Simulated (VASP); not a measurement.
Here is a VASP 6.6.1 calculation.

File POSCAR:

```
Pb
1.0
   -1.9796595667      1.9796595667      1.9796595667
    1.9796595667     -1.9796595667      1.9796595667
    1.9796595667      1.9796595667     -1.9796595667
Pb
1
Direct
    0.0000000000      0.0000000000      0.0000000000
```

The input INCAR.step1:

```
ALGO = Normal
EDIFF = 1E-8
EDIFFG = -0.002
ENCUT = 600
IBRION = 2
ISIF = 3
ISMEAR = 1
LASPH = True
LCHARG = False
LMIXTAU = True
LREAL = False
LWAVE = False
METAGGA = R2SCAN
NELM = 100
NSW = 40
PREC = Accurate
SIGMA = 0.1
```

INCAR.step2

```
ALGO = Normal
EDIFF = 1E-8
ENCUT = 600
IBRION = 6
ISIF = 3
ISMEAR = 1
LASPH = True
LCHARG = False
LMIXTAU = True
LREAL = False
LWAVE = False
METAGGA = R2SCAN
NELM = 100
NFREE = 2
NSW = 1
POTIM = 0.015
PREC = Accurate
SIGMA = 0.1
```

Contents of KPOINTS:

```
k-points
0
Gamma
  7 7 7
```

Potentials or basis: VASP PAW PBE potentials, release 64 (Pb_d).

The run is started by

```bash
$ cat potpaw_PBE.64/Pb_d/POTCAR > POTCAR
$ cp INCAR.step1 INCAR
$ mpirun -np 1 vasp_std > vasp.out
$ cp CONTCAR POSCAR
$ cp INCAR.step2 INCAR
$ mpirun -np 1 vasp_std > vasp.out
```

Problem. Estimate the elastic constants C11, C12, C44.

Solution. 77, 34, 16 GPa.

Problem. Estimate the Voigt bulk modulus.

Solution. 48 GPa.

Problem. Estimate the relaxed cell.

Solution. a = 3.414 Å, b = 3.414 Å, c = 3.414 Å, α = 109.47°, β = 109.47°, γ = 109.47°.

Elastic tensor in Voigt notation (GPa, in the Cartesian axes of the cell as first typed):
```
77 34 34  0  0  0
34 77 34  0  0  0
34 34 77  0  0  0
 0  0  0 16  0  0
 0  0  0  0 16  0
 0  0  0  0  0 16
```

Caveat: the PAW data sets were made with another functional, which shifts forces and pressure a little. The run has no spin-orbit coupling, so splittings on Pb are missing.
